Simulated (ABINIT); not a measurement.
Al2Pt, 3 atoms in the cell. It takes space group Fm-3m (No. 225, cubic). Conventional cell: a = 5.910 Å, b = 5.910 Å, c = 5.910 Å, α = 90.00°, β = 90.00°, γ = 90.00°. Pt (site symmetry m-3m) has 8 Al at 2.56 Å as nearest neighbours. Around Al (site symmetry -43m) lie 4 Pt at 2.56 Å. 

| Property | Result |
| --- | --- |
| Program | ABINIT 10.8.3 (patched build) |
| Task | band structure |
| Functional | PBEsol |
| Potentials or basis | JTH PAW PBE v2.0 |
| Cutoff | 435 eV |
| k mesh | 8 × 8 × 8 |
| Occupations | fermi-dirac, width 0.05 eV |
| Spin | spin-orbit coupling, no magnetisation |
| Fine-grid cutoff | 870.764 eV |

Potentials or basis: JTH PAW PBE v2.0.

Command:

```bash
$ abinit run.abi > log 2>&1
```

Hardware: 1 thread of Intel(R) Xeon(R) 6975P-C (Granite Rapids) (shared host).

How long does it take, and how much memory?

Wall time 3.5 min on 1 thread of Intel(R) Xeon(R) 6975P-C (Granite Rapids) (shared host), peak memory 0.21 GiB. Counts: scf iterations 22, mpi ranks 1, k points 32, bands 24, plane waves 1090.
